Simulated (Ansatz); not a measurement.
# CdTe (F-43m) in Ansatz: notebook

Aim: see how the results for CdTe move with the level of theory and the settings. Levels: LDA, PBE. Tasks: phonons.

Everything below comes from runs of Ansatz 0.2.0. Logs are shortened: lines on timing, memory, paths and dates and some standing lists are left out, and cuts for length are marked.

**Measured values to compare with.**

From a printed reference work, data compilation, for a bulk crystal of CdTe at 0 K: band gap 1.607 eV.

The results are compared with them further down.

## (1) Starting point

It takes space group F-43m (No. 216, cubic). The conventional cell has a = 6.410 Å, b = 6.410 Å, c = 6.410 Å, α = 90.00°, β = 90.00°, γ = 90.00°. Around Te (site symmetry -43m) lie 4 Cd at 2.78 Å. Cd (site symmetry -43m) has 4 Te at 2.78 Å as nearest neighbours.

## (2) Phonons, LDA

input.yaml reads:

```yaml
crystal:
  lattice:
    - [0.0, 3.205, 3.205]
    - [3.205, 0.0, 3.205]
    - [3.205, 3.205, 0.0]
  atoms:
    - { symbol: Te, position: [0.75, 0.75, 0.75] }
    - { symbol: Cd, position: [0.0, 0.0, 0.0] }
kpoints:
  mp_grid: { grid: [5, 5, 5] }
scf:
  occupations: { method: fermi_dirac, width: 0.05 }
hamiltonian:
  xc: lda
  pseudopotentials: { kind: all_electron, lapw: { basis_error: 0.001 } }
output: {}
phonons:
  method: fd
  supercell: [1, 1, 1]
```

Potentials or basis: all-electron LAPW, scalar-relativistic.

Command:

```console
> ansatz run input.yaml --threads 1 --pin off --max-ram 3072MiB --backend cpu --events-out ev --progress --plain --runs-dir out
```

The log of the run:

```text
Warning: RAYON_NUM_THREADS=1 ignored (pool sized by the plan → 1); use --threads N
LAPW: plane waves up to 8.576 Å⁻¹, error target 1.0e-3 eV per atom; small_component_spin mean_spin; Cd in spheres of 1.353 Å, 20 of its electrons in bands, Dirac shells []; Te in spheres of 1.339 Å, 24 of its electrons in bands, Dirac shells [] (how accurate: hamiltonian.pseudopotentials.lapw.basis_error, Limitations)
Engine: ansatz 0.2.0, aarch64-unknown-linux-gnu
Pseudopotentials: kind: all_electron
Pseudopotential: Te, LAPW, valence charge 24, lapw/all_electron/scalar/gaussian/Te, Koelling and Harmon's equation, gaussian nucleus
Pseudopotential: Cd, LAPW, valence charge 20, lapw/all_electron/scalar/gaussian/Cd, Koelling and Harmon's equation, gaussian nucleus
Functional definition: SPW92
  exchange = slater_x
  correlation = pw_c
Crystal: 2 atoms, lattice volume = 65.844 Å³
Basis set: ecut = 280.2195743525322 eV, 725 PW (Γ), exchange–correlation at level 2
Bands: 27, of which v1, the nominal top of the filled ones, is band 22 counted from 1 (21 counted from 0)
Symmetry: 24 space group operations
k-points: 10 of 125 (time reversal used)
Non-local potential: Te, projectors of the file, none
Non-local potential: Cd, projectors of the file, none
Initial density: superposition of atomic densities (chi_scale 0.1, normalization cell, long waves kept (reshape's long-wave potential 0.00 eV rms))
Initial wavefunctions: plane waves of lowest kinetic energy (no species holds an atomic orbital)
Functional: x = slater, c = lda
iter 1 solved again at ethr=1.20e-3 eV; its pass at ethr=1.00e-1 eV (dr2=5.27e-1 eV) is discarded
SCF iter   1: F=—  HF=-336831.748544 eV  |F-HF|=—  |Δ(HF+E_count)|=         —  Δρ=2.04e-2  dr2=5.29e-1  ethr=1.20e-3  ⟨swp⟩=2.1  Hψ=1747  notcnv=0
preconditioner: auto → none  [insulator: Δε(μ)=0.935 eV  Ē_g=11.676 eV  σ=0.050 eV  W_gap=1.00  n_scr=14 (ndim 8)  ℏωp=19.4 eV  f_vac=0.203  D(μ)=0.00/eV (n_scr^D=0)  ε∞_Penn≈3.8]
iter 2 solved again at ethr=5.13e-5 eV; its pass at ethr=1.20e-3 eV (dr2=2.26e-2 eV) is discarded
SCF iter   2: F=—  HF=-336831.535375 eV  |F-HF|=—  |Δ(HF+E_count)|=   2.13e-1  Δρ=6.44e-3  dr2=2.26e-2  ethr=5.13e-5  ⟨swp⟩=2.0  Hψ=1367  notcnv=0
SCF iter   3: F=—  HF=-336831.504406 eV  |F-HF|=—  |Δ(HF+E_count)|=   3.10e-2  Δρ=3.75e-3  dr2=8.34e-3  ethr=5.13e-5  ⟨swp⟩=2.7  Hψ=804  notcnv=0
[... 18 lines left out ...]
SCF 2 converged in 5 iterations: F = -336831.501283 eV  dr2 = 3.13e-10
iter 1 solved again at ethr=2.30e-7 eV; its pass at ethr=1.00e-1 eV (dr2=1.01e-4 eV) is discarded
SCF iter   1: F=—  HF=-336831.501310 eV  |F-HF|=—  |Δ(HF+E_count)|=         —  Δρ=2.64e-4  dr2=8.26e-5  ethr=2.30e-7  ⟨swp⟩=5.0  Hψ=6199  notcnv=0
preconditioner: auto → none  [insulator: Δε(μ)=0.594 eV  Ē_g=12.111 eV  σ=0.050 eV  W_gap=0.99  n_scr=14 (ndim 8)  ℏωp=19.4 eV  f_vac=0.222  D(μ)=0.00/eV (n_scr^D=0)  ε∞_Penn≈3.6]
iter 2 solved again at ethr=9.63e-9 eV; its pass at ethr=1.88e-7 eV (dr2=4.24e-6 eV) is discarded
SCF iter   2: F=—  HF=-336831.501284 eV  |F-HF|=—  |Δ(HF+E_count)|=   2.65e-5  Δρ=8.93e-5  dr2=4.22e-6  ethr=9.63e-9  ⟨swp⟩=2.0  Hψ=3485  notcnv=0
SCF iter   3: F=—  HF=-336831.501283 eV  |F-HF|=—  |Δ(HF+E_count)|=   9.16e-7  Δρ=3.70e-5  dr2=8.14e-7  ethr=9.59e-9  ⟨swp⟩=2.0  Hψ=1999  notcnv=0
SCF iter   4: F=—  HF=-336831.501283 eV  |F-HF|=—  |Δ(HF+E_count)|=   1.56e-8  Δρ=5.19e-6  dr2=1.33e-8  ethr=1.85e-9  ⟨swp⟩=2.0  Hψ=1999  notcnv=0
SCF iter   5: F=—  HF=-336831.501283 eV  |F-HF|=—  |Δ(HF+E_count)|=   3.32e-9  Δρ=7.54e-7  dr2=6.64e-10  ethr=3.02e-11  ⟨swp⟩=2.0  Hψ=1999  notcnv=0
SCF iter   6: F=-336831.501283 eV  HF=-336831.501283 eV  |F-HF|=2.33e-10  |Δ(HF+E_count)|=  8.15e-10  Δρ=2.22e-7  dr2=2.69e-11  ethr=2.52e-12 (applied; sched 1.51e-12)  ⟨swp⟩=2.3  Hψ=2009  notcnv=0
SCF 3 converged in 6 iterations: F = -336831.501283 eV  dr2 = 2.69e-11
SCF converged after 8 iterations
Free energy (F): -336831.501523 eV
Harris-Foulkes:  -336831.501523 eV  (|F-HF|=1.16e-10)
Internal energy: -336831.501476 eV  (E = F + TS)
E sigma→0 (E₀):  -336831.501499 eV
Entropy (-TS):   -0.000047 eV (-0.024 meV/atom)
Fermi energy:    9.371048 eV
--- Per-component energies (eV) ---
  E_band       = -1629.087897
  E_kinetic    = 354333.843764
  E_xc         = -8708.368773
  E_electrostatic = -682456.976467  (all electrons and nuclei)
  E_smearing   = -0.000047  (= −TS)
  E_closure    = 0.000000  (closes the sum)
  E_atoms      = -336825.476685  (free atoms, spherical and without spin; not in F)
  Σ components = -336831.501523   (vs F -336831.501523, Δ=0.00e0)
  Basis errors (estimates in eV, not in F): energy 4.3e-4 per atom: plane waves 4.0e-4 (2.3e-4 summed), levels above the bands 6.3e-71, relativity 5.3e-9, radial functions 2.7e-5, core shells 1.0e-6; eigenvalues (radial functions only) 3.0e-7; not estimated: angular momenta, meshes, grids; target (lapw.basis_error) 1.0e-3; muffin-tin radii Cd 1.353 Å, Te 1.339 Å
--- Forces (eV/Å), atoms counted from 1 ---
  atom   1  Te    -0.00000000     0.00000000     0.00000000
  atom   2  Cd     0.00000000    -0.00000000    -0.00000000
  max |Σ_I F_I| component: 4.63e-18 eV/Å
--- Band table (eV; the first three rows and the last of 10) ---
  k-point 0: bands = ["-149.1544", "-99.3727", "-99.3727", "-99.3727", "-92.9116", "-54.0652", "-54.0652", "-54.0652", "-26.9767", "-26.9767", "-26.9767", "-26.9664", "-26.9664", "-2.4263", "0.6461", "0.6461", "0.6461", "0.9349", "0.9349", "9.0420", "9.0420", "9.0420", "9.6446", "13.5451", "13.5451", "13.5451", "16.2812"]
  k-point 1: bands = ["-149.1544", "-99.3727", "-99.3727", "-99.3727", "-92.9116", "-54.0653", "-54.0652", "-54.0652", "-26.9768", "-26.9766", "-26.9766", "-26.9664", "-26.9664", "-2.2748", "0.6744", "0.6744", "0.7701", "0.9333", "0.9333", "6.7626", "8.7082", "8.7082", "10.8718", "13.8617", "14.0021", "14.0021", "17.2713"]
  k-point 2: bands = ["-149.1544", "-99.3727", "-99.3727", "-99.3727", "-92.9116", "-54.0653", "-54.0652", "-54.0652", "-26.9769", "-26.9764", "-26.9764", "-26.9663", "-26.9663", "-2.0285", "0.7114", "0.7114", "0.9415", "0.9415", "1.1770", "4.7032", "8.2725", "8.2725", "10.7547", "14.1813", "14.1813", "15.7297", "17.0577"]
  k-point 9: bands = ["-149.1544", "-99.3727", "-99.3727", "-99.3727", "-92.9116", "-54.0653", "-54.0653", "-54.0653", "-26.9769", "-26.9765", "-26.9761", "-26.9664", "-26.9661", "-1.8875", "0.7710", "0.7776", "0.8931", "0.9426", "1.4379", "4.7268", "6.5127", "7.1790", "12.9114", "13.2680", "14.2790", "16.6097", "17.5212"]
--- Phonons: 2 displaced members + reference (amplitude 0.01 Å, Σ member SCF iterations 11) ---
  symmetry images taken by strict's conditions (phonons.symmetry_images: auto; settled by no image being taken that strict refuses)
  ASR residual: 3.964e-4 → 0.000e0 eV/Å²; symmetrization residual: 1.451e-4 eV/Å²
  largest component of a force at the reference: 7.9e-17 eV/Å
  ASR residual per site (eV/Å²): 4.74e-5 3.96e-4
  Γ frequencies (cm⁻¹): 0.00 0.00 0.00 147.86 147.86 147.86
  density of states and harmonic sums: on the 17×17×17 q-mesh, interpolated from the force constants of a 1×1×1 supercell (no non-analytic term)
  largest difference from the sums on the solved wave vectors: F 6.26e-1 eV, S 8.84e-4 and C_V 2.58e-4 eV/K
  zero-point energy: 0.037387 eV/cell   skipped modes (ω ≤ 0): 3   left out of the sums: 1.02e-4 of the cell's modes: C_V's classical limit lies that fraction below 3 k_B per atom; for a crystal, a wire or a layer, F and S can be off by more, and a phonons.interpolated_qmesh denser along its periods is the remedy for the sampling
```

It took 30 s on 1 thread of Arm Neoverse V2, shared host; peak memory 0.33 GiB.

Results:

- Free energy: -336831.5015 eV
- Band gap on the k mesh: 0.60 eV, direct
- Highest phonon frequency at Γ, LO-TO splitting left out: 148 cm⁻¹

Levels at points of the mesh, in eV from the valence-band top:
```csv
k point,band 18,band 19,band 20,band 21,band 22,band 23,band 24,band 25,band 26,band 27
"(0.00, 0.00, 0.00)",-8.11,-8.11,0.00,0.00,0.00,0.60,4.50,4.50,4.50,7.24
```

Phonon frequencies in cm⁻¹ (negative: imaginary):
| q point | frequencies |
| --- | --- |
| (0.000, 0.000, 0.000) | 0 0 0 148 148 148 |

Caveat: spin-orbit coupling is left out, which moves the levels of the heavy elements.

## (3) Phonons, PBE

Edit input.yaml of step 2 so:

```diff
@@ -13,3 +13,3 @@
 hamiltonian:
-  xc: lda
+  xc: pbe
   pseudopotentials: { kind: all_electron, lapw: { basis_error: 0.001 } }
```

Potentials or basis: all-electron LAPW, scalar-relativistic.

Command:

```console
> ansatz run input.yaml --threads 1 --pin off --max-ram 3072MiB --backend cpu --events-out ev --progress --plain --runs-dir out
```

The log of the run:

```text
Warning: RAYON_NUM_THREADS=1 ignored (pool sized by the plan → 1); use --threads N
LAPW: plane waves up to 8.572 Å⁻¹, error target 1.0e-3 eV per atom; small_component_spin mean_spin; Cd in spheres of 1.354 Å, 20 of its electrons in bands, Dirac shells []; Te in spheres of 1.339 Å, 24 of its electrons in bands, Dirac shells [] (how accurate: hamiltonian.pseudopotentials.lapw.basis_error, Limitations)
[... 4 set-up lines as earlier in the session ...]
Functional definition: PBE
  parameter kappa = 0.804
  parameter beta = 0.06672455060314922
  exchange = pbe_x(kappa = kappa, mu = beta*pi^2/3)
  correlation = pbe_c(beta = beta)
Crystal: 2 atoms, lattice volume = 65.844 Å³
Basis set: ecut = 279.97009146248865 eV, 725 PW (Γ), exchange–correlation at level 2
Bands: 27, of which v1, the nominal top of the filled ones, is band 22 counted from 1 (21 counted from 0)
[...]
SCF 1 converged in 8 iterations: F = -336831.501523 eV  dr2 = 2.88e-11
[...]
--- Forces (eV/Å), atoms counted from 1 ---
  atom   1  Te    -0.00000000     0.00000000    -0.00000000
  atom   2  Cd     0.00000000    -0.00000000    -0.00000000
  max |Σ_I F_I| component: 2.78e-17 eV/Å
--- Band table (eV; the first three rows and the last of 10) ---
  k-point 0: bands = ["-149.3458", "-99.3852", "-99.3852", "-99.3852", "-92.8616", "-53.9231", "-53.9231", "-53.9231", "-26.7279", "-26.7279", "-26.7279", "-26.7185", "-26.7185", "-2.0103", "0.9473", "0.9473", "0.9473", "1.2324", "1.2324", "9.3559", "9.3559", "9.3559", "10.2247", "13.9465", "13.9465", "13.9465", "16.8539"]
  k-point 1: bands = ["-149.3458", "-99.3852", "-99.3852", "-99.3852", "-92.8616", "-53.9231", "-53.9231", "-53.9231", "-26.7279", "-26.7278", "-26.7278", "-26.7184", "-26.7184", "-1.8614", "0.9752", "0.9752", "1.0756", "1.2310", "1.2310", "7.1548", "9.0276", "9.0276", "11.3755", "14.3219", "14.4008", "14.4008", "17.8017"]
  k-point 2: bands = ["-149.3458", "-99.3852", "-99.3852", "-99.3852", "-92.8616", "-53.9231", "-53.9231", "-53.9231", "-26.7280", "-26.7276", "-26.7276", "-26.7183", "-26.7183", "-1.6217", "1.0119", "1.0119", "1.2392", "1.2392", "1.4893", "5.0956", "8.5970", "8.5970", "11.2545", "14.5731", "14.5731", "16.2534", "17.5815"]
  k-point 9: bands = ["-149.3458", "-99.3852", "-99.3852", "-99.3852", "-92.8616", "-53.9231", "-53.9231", "-53.9231", "-26.7281", "-26.7277", "-26.7273", "-26.7184", "-26.7181", "-1.4855", "1.0715", "1.0777", "1.1922", "1.2405", "1.7543", "5.1236", "6.8673", "7.5233", "13.3370", "13.7215", "14.7262", "17.0468", "17.9640"]
--- Phonons: 2 displaced members + reference (amplitude 0.01 Å, Σ member SCF iterations 11) ---
  symmetry images taken by strict's conditions (phonons.symmetry_images: auto; settled by no image being taken that strict refuses)
  ASR residual: 6.724e-4 → 0.000e0 eV/Å²; symmetrization residual: 9.411e-5 eV/Å²
  largest component of a force at the reference: 6.9e-17 eV/Å
  ASR residual per site (eV/Å²): 9.97e-5 6.72e-4
  Γ frequencies (cm⁻¹): 0.00 0.00 0.00 154.27 154.27 154.27
  density of states and harmonic sums: on the 17×17×17 q-mesh, interpolated from the force constants of a 1×1×1 supercell (no non-analytic term)
  largest difference from the sums on the solved wave vectors: F 6.15e-1 eV, S 8.74e-4 and C_V 2.58e-4 eV/K
  zero-point energy: 0.039008 eV/cell   skipped modes (ω ≤ 0): 3   left out of the sums: 1.02e-4 of the cell's modes: C_V's classical limit lies that fraction below 3 k_B per atom; for a crystal, a wire or a layer, F and S can be off by more, and a phonons.interpolated_qmesh denser along its periods is the remedy for the sampling
```

phdos.tsv:

```text
# omega_inv_cm	omega_thz	g_bin_mean(omega)[modes/inv_cm]
# format = ansatz-phdos/2
# interpolated_qmesh = 17 17 17
# force_constants_supercell = 1 1 1
# lo_to_splitting: not included (the non-analytic LO-TO correction is not applied to the interpolated dynamical matrix; polar crystals: no LO-TO splitting at GAMMA, and LO and other optical branches, acoustic branches and sound speeds, and with them the density of states and the thermodynamics, can be off between the wave vectors that the force constants were sampled on, most near GAMMA; a larger extent of the force constants narrows that region and is not shown to mend the acoustic slopes)
# g_bin_mean(omega): the modes in a bin one row spacing wide, centred on omega, divided by that spacing. A flat band (one whose frequency is the same at every q-point) is counted whole in the row whose bin holds it (on the edge of two bins, in the lower row). The modes of the run's own cell are the sum of g_bin_mean times the row spacing in inv_cm (a plain sum, not the trapezoid rule); for a one-atom cell on a GAMMA-only q-mesh every row is zero, so that sum is 0, not 3
0.000000	0.000000	1.354750e-8
0.308550	0.009250	3.522350e-7
0.617099	0.018500	1.327655e-6
0.925649	0.027750	2.953355e-6
1.234198	0.037000	5.229335e-6
1.542748	0.046250	8.155594e-6
[... 493 lines left out ...]
153.966205	4.615791	4.796972e-3
154.274754	4.625041	1.844989e-4
```

phthermo.tsv:

```text
# format = ansatz-phthermo/1
# interpolated_qmesh = 17 17 17
# force_constants_supercell = 1 1 1
# non_analytic_term = not included (the non-analytic LO-TO correction is not applied to the interpolated dynamical matrix; polar crystals: no LO-TO splitting at GAMMA, and LO and other optical branches, acoustic branches and sound speeds, and with them the density of states and the thermodynamics, can be off between the wave vectors that the force constants were sampled on, most near GAMMA; a larger extent of the force constants narrows that region and is not shown to mend the acoustic slopes)
# zero_point_energy_ev = 3.9007737164e-2
# n_skipped_modes = 3
# share_of_modes_left_out = 1.0177081213e-4
# rigid_motions_known_by = geometry
# t_k	f_vib_ev	s_ev_per_k	c_v_ev_per_k
0.0000	3.9007737164e-2	0.0000000000e0	0.0000000000e0
10.0000	3.9004716725e-2	1.3344215797e-6	4.4198760837e-6
20.0000	3.8946720845e-2	1.2984524085e-5	4.0899219408e-5
30.0000	3.8683661017e-2	4.2534149015e-5	1.1328645166e-4
40.0000	3.8049212916e-2	8.6066062247e-5	1.9220624838e-4
50.0000	3.6939572056e-2	1.3651401620e-4	2.6004535786e-4
[... 93 lines left out ...]
990.0000	-9.8846576482e-1	1.5165200524e-3	5.1590610237e-4
1000.0000	-1.0036569343e0	1.5217051903e-3	5.1592758655e-4
```

Run time: 31 s. Hardware: 1 thread of Arm Neoverse V2, shared host; peak memory 0.34 GiB.

Results:

```
Free energy                                             : -337120.6363 eV
Band gap on the k mesh                                  : 0.87 eV, direct
Highest phonon frequency at Γ, LO-TO splitting left out : 154 cm⁻¹
```

Phonon frequencies in cm⁻¹ (negative: imaginary):
```
              q point        frequencies
(0.000, 0.000, 0.000)  0 0 0 154 154 154
```

Caveat: spin-orbit coupling is left out, which moves the levels of the heavy elements.

## (4) Against experiment

Step 2. A measured gap of CdTe is 1.607 eV (0 K; a printed reference work, data compilation); the calculated 0.60 eV misses it by -1.00 eV. So large a miss can be the level of theory's own, or it may mean another phase, state or a wrong row. Spin-orbit coupling on Cd, Te is left out. The value is that of LDA, without temperature or zero-point motion. Semilocal functionals fall short of measured gaps as a rule.

Step 3. Measured gap of CdTe: 1.607 eV (0 K; a printed reference work, data compilation). This calculation gives 0.87 eV (-0.74 eV). Spin-orbit coupling on Cd, Te is left out. The value is that of PBE, without temperature or zero-point motion. Semilocal functionals fall short of measured gaps as a rule.
